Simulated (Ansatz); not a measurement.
## Property card for KI

All numbers below come from Ansatz, DFT PBE, scalar-relativistic, plane waves, PAW.

Cutoff 420 eV; k points 6×6×4 on the computed 4-atom cell (Γ-centred); Gaussian smearing, width 0.02 eV; no spin polarisation.

The structure is relaxed at this level of theory with its symmetry kept. This form isn't the usual stable structure of the compound.

```cif
data_structure
_symmetry_space_group_name_H-M 'P6_3/mmc'
_symmetry_Int_Tables_number 194
_cell_length_a 4.9705
_cell_length_b 4.9705
_cell_length_c 8.6793
_cell_angle_alpha 90.000
_cell_angle_beta 90.000
_cell_angle_gamma 120.000
_cell_volume 185.70
loop_
_atom_site_label
_atom_site_type_symbol
_atom_site_symmetry_multiplicity
_atom_site_Wyckoff_symbol
_atom_site_fract_x
_atom_site_fract_y
_atom_site_fract_z
_atom_site_occupancy
K1 K 2 a 0.00000 0.00000 0.00000 1
I1 I 2 c 0.66667 0.33333 0.75000 1
```

Question: Formation energy from the elements' standard states (uncorrected)?

Answer: -1.484 eV/atom.

Question: Kohn–Sham band gap?

Answer: 3.78 eV.

Question: Löwdin character of the top 1 eV of the valence band?

Answer: I 5p 96 %.

Question: Löwdin character of the lowest 1 eV of the conduction band?

Answer: K 4s 76 %, I 5s 12 %, unprojected 5 %.

Question: Bader charges (e)?

Answer: K (2 in the cell) 0.82, I (2 in the cell) -0.82.

Spin-orbit coupling is left out, which matters for the bands of heavy elements.

Cost: 1 run of about 0.65 core-minutes, on Intel Xeon 6975P-C (Granite Rapids) (shared hosts).